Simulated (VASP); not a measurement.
# SiC (Moissanite) (P6_3mc) in VASP: notebook

Aim: see how the results for SiC (Moissanite) move with the level of theory and the settings. Levels: PBE, LDA. Tasks: dielectric tensor, band structure.

All numbers are computed with VASP 6.6.1; they aren't measurements. Logs are shortened: lines on timing, memory, paths and dates and some standing lists are left out, and cuts for length are marked.

**1. Starting point**

The structure is hexagonal, space group P6_3mc (No. 186). The conventional cell has a = 3.076 Å, b = 3.076 Å, c = 5.048 Å, α = 90.00°, β = 90.00°, γ = 120.00°. Around Si (site symmetry 3m) lie 4 C at 1.87 to 1.94 Å. Around C (site symmetry 3m) lie 4 Si at 1.87 to 1.94 Å.

**2. Dielectric tensor, PBE**

INCAR reads:

```
SYSTEM = SiC
PREC = Accurate
ENCUT = 650
EDIFF = 1E-8
ISMEAR = 0
SIGMA = 0.01
LREAL = .False.
LASPH = .True.
NELM = 100
ALGO = Normal
ISIF = 2
LWAVE = .False.
LCHARG = .False.
GGA = PE
LEPSILON = .True.
```

KPOINTS reads:

```
Automatic mesh
0
Gamma
  8 8 4
  0 0 0
```

POSCAR reads:

```
SiC
1.0
    3.0760000000      0.0000000000      0.0000000000
   -1.5380000000      2.6638941420      0.0000000000
    0.0000000000      0.0000000000      5.0480000000
Si C
2 2
Direct
    0.6666666667      0.3333333333      0.5000000000
    0.3333333333      0.6666666667      0.0000000000
    0.6666666667      0.3333333333      0.8850000000
    0.3333333333      0.6666666667      0.3850000000
```

Potentials or basis: VASP PAW PBE potentials, release 64 (Si, C).

On the command line:

```sh
$ cat potpaw_PBE.64/Si/POTCAR potpaw_PBE.64/C/POTCAR > POTCAR
$ mpirun -np 1 vasp_std > vasp.out
```

OUTCAR:

```text
SYSTEM = SiC
   PREC = Accurate
   ENCUT = 650
   EDIFF = 1E-8
   ISMEAR = 0
   LREAL = .False.
   LASPH = .True.
   NELM = 100
   ISIF = 2
   GGA = PE
   LEPSILON = .True.

 Found     30 irreducible k-points:

 Following reciprocal coordinates:
            Coordinates               Weight
  0.000000  0.000000  0.000000      1.000000
  0.125000  0.000000  0.000000      6.000000
  0.250000  0.000000  0.000000      6.000000
  0.375000 -0.000000  0.000000      6.000000
  0.500000  0.000000  0.000000      3.000000
  0.125000  0.125000  0.000000      6.000000
   k-points           NKPTS =     30   k-points in BZ     NKDIM =     30   number of bands    NBANDS=     12
   number of dos      NEDOS =    301   number of ions     NIONS =      4
   total plane-waves  NPLWV =  32928
   dimension x,y,z NGX =    28 NGY =   28 NGZ =   42
   dimension x,y,z NGXF=    56 NGYF=   56 NGZF=   84
   ions per type =               2   2
   NGX,Y,Z   is equivalent  to a cutoff of  15.13, 15.13, 13.83 a.u.
   NGXF,Y,Z  is equivalent  to a cutoff of  30.27, 30.27, 27.66 a.u.
 SYSTEM =  SiC
   PREC   = accura    normal or accurate (medium, high low for compatibility)
   ISTART =      0    job   : 0-new  1-cont  2-samecut
   ICHARG =      2    charge: 1-file 2-atom 10-const
   ISPIN  =      1    spin polarized calculation?
   LNONCOLLINEAR =      F non collinear calculations
   LSORBIT =      F    spin-orbit coupling
   LASPH  =      T    aspherical Exc in radial PAW
   ENCUT  =  650.0 eV  47.77 Ry    6.91 a.u.   6.39  6.39 10.49*2*pi/ulx,y,z
   NELM   =    100;   NELMIN=  2; NELMDL= -5     # of ELM steps
   EDIFF  = 0.1E-07   stopping-criterion for ELM
   LREAL  =      F    real-space projection
   EDIFFG = 0.1E-06   stopping-criterion for IOM
   NSW    =      0    number of steps for IOM
   IBRION =     -1    ionic relax: 0-MD 1-quasi-New 2-CG
   NFREE  =      0    steps in history (QN), initial steepest desc. (CG)
   ISIF   =      2    stress and relaxation
   ISYM   =      2    0-nonsym 1-usesym 2-fastsym
   POTIM  = 0.5000    time-step for ionic-motion
   TEBEG  =    0.0;   TEEND  =   0.0 temperature during run
   PSTRESS=    0.0 pullay stress
   NELECT =      16.0000    total number of electrons
   NUPDOWN=      -1.0000    fix difference up-down
   EMIN   =  10.00;   EMAX   =-10.00  energy-range for DOS
   EFERMI =   0.00;   METHOD = LEGACY
   ISMEAR =     0;   SIGMA  =   0.01  broadening in eV -4-tet -1-fermi 0-gaus
   EFERMI_NEDOS =   21; number of points for ismear=-14 and -15
   IALGO  =     38    algorithm
   IMIX   =      4    mixing-type and parameters
     AMIX     =   0.40;   BMIX     =  1.00
     AMIX_MAG =   1.60;   BMIX_MAG =  1.00
  volume/ion in A,a.u.               =      10.34        69.78
  Fermi-wavevector in a.u.,A,eV,Ry     =   1.192817  2.254098 19.358549  1.422813
  Thomas-Fermi vector in A             =   2.328847
   LORBIT       =      0    0 simple, 1 ext, 2 COOP (PROOUT), +10 PAW based schemes
   GGA     = PE    functional components
   LHFCALC =     F    Hartree Fock is set to
   AEXX    =    0.0000 exact exchange contribution
   IVDW    =     0    specifies the selected vdW correction
   LEPSILON=     T    determine dielectric tensor
   LRPA    =     F    only Hartree local field effects (RPA)
 non-spin polarized calculation
 Gauss-broadening in eV      SIGMA  =   0.01
  energy-cutoff  :      650.00
  volume of cell :       41.36
 maximum number of plane-waves:      1578
 NGX is ok and might be reduce to    28
   NGX = 13   NGY = 13   NGZ = 21

--------------------------------------- Ionic step        1  -------------------------------------------

 number of electron      16.0000000 magnetization

 E-fermi :   8.5187     XC(G=0): -11.3482

 val. band max:        8.4085146116   @ k =   0.0000   0.0000   0.0000
 cond. band min:      10.9881179594   @ k =   0.3750   0.2500   0.0000
 fundamental gap:      2.5796033478
 Fermi energy:         8.5187090341

 k-point     1 :       0.0000    0.0000    0.0000
  band No.  band energies     occupation
      1      -7.3155      2.00000
      2      -3.8135      2.00000
      3      -0.2837      2.00000
      4       6.8525      2.00000
      5       6.8525      2.00000
      6       8.1330      2.00000
      7       8.1330      2.00000
      8       8.4085      2.00000
      9      13.0340      0.00000
     10      14.4344      0.00000
     11      14.9151      0.00000
     12      14.9151      0.00000

 k-point     2 :       0.1250    0.0000    0.0000
  band No.  band energies     occupation
      1      -7.0447      2.00000
      2      -3.5820      2.00000
      3      -0.0332      2.00000
      4       5.4869      2.00000
      5       6.4261      2.00000
      6       7.1823      2.00000
      7       7.9673      2.00000
      8       8.2108      2.00000
      9      13.4475      0.00000
     10      14.6343      0.00000
     11      15.0622      0.00000
     12      15.4880      0.00000

 k-point     3 :       0.2500    0.0000    0.0000
  band No.  band energies     occupation
      1      -6.2498      2.00000
      2      -2.9411      2.00000
      3       0.6496      2.00000
      4       3.0788      2.00000
      5       5.1911      2.00000
      6       5.6600      2.00000
      7       7.4831      2.00000
      8       7.5141      2.00000
      9      12.2999      0.00000
     10      14.1338      0.00000
     11      15.3865      0.00000
     12      16.1180      0.00000

 k-point     4 :       0.3750   -0.0000    0.0000
  band No.  band energies     occupation
      1      -5.0174      2.00000
      2      -2.2592      2.00000
      3       0.6200      2.00000
      4       2.1807      2.00000
      5       3.1326      2.00000
      6       5.0764      2.00000
      7       6.1587      2.00000
      8       7.0874      2.00000
      9      11.3459      0.00000
     10      12.9505      0.00000
     11      15.3235      0.00000
     12      15.8057      0.00000

 k-point     5 :       0.5000    0.0000    0.0000
  band No.  band energies     occupation
      1      -3.9835      2.00000
      2      -2.5251      2.00000
      3       0.4154      2.00000
      4       1.8605      2.00000
      5       2.9789      2.00000
      6       4.8667      2.00000
      7       5.1495      2.00000
      8       6.9228      2.00000
      9      10.9992      0.00000
     10      12.6050      0.00000
     11      15.1525      0.00000
     12      15.6139      0.00000

 k-point     6 :       0.1250    0.1250    0.0000
  band No.  band energies     occupation
      1      -6.5112      2.00000
      2      -3.1429      2.00000
      3       0.4413      2.00000
      4       3.9828      2.00000
      5       5.1360      2.00000
      6       6.2535      2.00000
      7       7.3327      2.00000
      8       7.7846      2.00000
      9      13.9651      0.00000
     10      14.0398      0.00000
     11      15.2482      0.00000
     12      15.3942      0.00000

 [... further k-points ...]

  FORCE on cell =-STRESS in cart. coord.  units (eV):
  Direction    XX          YY          ZZ          XY          YZ          ZX
  --------------------------------------------------------------------------------------
  -------------------------------------------------------------------------------------
  Total        1.3091130      1.3091130      0.0499551      0.0000000      0.0000000      0.0000000
  in kB       50.7066668     50.7066668      1.9349414      0.0000000      0.0000000      0.0000000
  external PRESSURE =      34.4494250 kB  Pullay stress =       0.0000000 kB

 VOLUME and BASIS-vectors are now :
 -----------------------------------------------------------------------------
  energy-cutoff  :      650.00
  volume of cell :       41.36
      direct lattice vectors                 reciprocal lattice vectors
     3.076000000  0.000000000  0.000000000     0.325097529  0.187695146  0.000000000
    -1.538000000  2.663894142  0.000000000     0.000000000  0.375390292  0.000000000
     0.000000000  0.000000000  5.048000000     0.000000000  0.000000000  0.198098257

 POSITION                                       TOTAL-FORCE (eV/Angst)
 -----------------------------------------------------------------------------------
      1.53800      0.88796      2.52400        -0.000000     -0.000000      0.750494
     -0.00000      1.77593      0.00000        -0.000000     -0.000000      0.750494
      1.53800      0.88796      4.46748        -0.000000      0.000000     -0.750494
     -0.00000      1.77593      1.94348         0.000000     -0.000000     -0.750494
 -----------------------------------------------------------------------------------
    total drift:                               -0.000000      0.000000     -0.000083

  FREE ENERGIE OF THE ION-ELECTRON SYSTEM (eV)
  ---------------------------------------------------
  free  energy   TOTEN  =       -30.0728402228 eV

  energy  without entropy=      -30.0728402228  energy(sigma->0) =      -30.07284022

 HEAD OF MICROSCOPIC STATIC DIELECTRIC TENSOR (INDEPENDENT PARTICLE, excluding Hartree and local field effects)
 ------------------------------------------------------
           7.204018     0.000000     0.000000
           0.000000     7.204018     0.000000
           0.000000     0.000000     7.576644
 ------------------------------------------------------

 Free energy of the ion-electron system (eV)
  ---------------------------------------------------
  ---------------------------------------------------
  free energy    TOTEN  =        -0.73417805 eV

  energy without entropy =       -0.73417805

------------------------ aborting loop because EDIFF is reached ----------------------------------------

--------------------------------------- Ionic step        2  -------------------------------------------

------------------------ aborting loop because EDIFF is reached ----------------------------------------

--------------------------------------- Ionic step        3  -------------------------------------------

 Free energy of the ion-electron system (eV)
  ---------------------------------------------------
  ---------------------------------------------------
  free energy    TOTEN  =        -0.78236776 eV

  energy without entropy =       -0.78236776

------------------------ aborting loop because EDIFF is reached ----------------------------------------

 PIEZOELECTRIC TENSOR FIELD DIRECTION 3  (e Angst)
 -----------------------------------------------------------------------------
     1.27528  0.00000 -0.00000           (  0.05786  0.00000  0.00000)
     0.00000  1.27528 -0.00000           (  0.00000  0.05786  0.00000)
     0.00000  0.00000 -2.00112           (  0.00000  0.00000 -0.12139)

 PIEZOELECTRIC TENSOR FIELD DIRECTION 3  (C/m^2)
 -----------------------------------------------------------------------------
     0.49396  0.00000 -0.00000
     0.00000  0.49396 -0.00000
     0.00000  0.00000 -0.77511

 MACROSCOPIC STATIC DIELECTRIC TENSOR (including local field effects in DFT)
 ------------------------------------------------------
           6.961362     0.000000     0.000000
           0.000000     6.961362     0.000000
           0.000000     0.000000     7.355954
 ------------------------------------------------------

 PIEZOELECTRIC TENSOR (including local field effects)  for field in x, y, z        (e  Angst)
          XX          YY          ZZ          XY          YZ          ZX
  --------------------------------------------------------------------------------
  x     0.00000     0.00000     0.00000     0.00000     0.00000     1.44834
  y     0.00000     0.00000    -0.00000    -0.00000     1.44834     0.00000
  z     1.27528     1.27528    -2.00112     0.00000     0.00000     0.00000

 PIEZOELECTRIC TENSOR (including local field effects)  for field in x, y, z        (C/m^2)
          XX          YY          ZZ          XY          YZ          ZX
  --------------------------------------------------------------------------------
  x     0.00000     0.00000     0.00000     0.00000     0.00000     0.56099
  y     0.00000     0.00000    -0.00000    -0.00000     0.56099     0.00000
  z     0.49396     0.49396    -0.77511     0.00000     0.00000     0.00000

 BORN EFFECTIVE CHARGES (including local field effects) (in |e|, cummulative output)
 ---------------------------------------------------------------------------------
 ion    1
    1     2.66748     0.00000     0.00000
    2     0.00000     2.66748     0.00000
    3     0.00000     0.00000     2.90521
 ion    2
    1     2.66748     0.00000     0.00000
    2     0.00000     2.66748    -0.00000
    3     0.00000     0.00000     2.90521
 ion    3
    1    -2.66748     0.00000    -0.00000
    2     0.00000    -2.66748     0.00000
    3     0.00000     0.00000    -2.90521
 ion    4
    1    -2.66748    -0.00000     0.00000
    2    -0.00000    -2.66748     0.00000
    3     0.00000     0.00000    -2.90521
```

Run time: 4.1 min. Hardware: 1 thread of Intel Xeon Platinum 8259CL at 2.50GHz (Skylake/Cascade Lake), shared host; peak memory 0.28 GiB.

The run converged, but some of its settings lie outside the range that counts as converged, so its numbers aren't taken as properties of the crystal.

Results:

```
Band gap on the k mesh                  : 2.58 eV, indirect (least direct gap 4.08 eV)
Electronic dielectric tensor (diagonal) : 6.96, 6.96, 7.36
Born charges (mean of the diagonal)     : Si +2.75; C -2.75 e
```

[end of part 1 of 2]
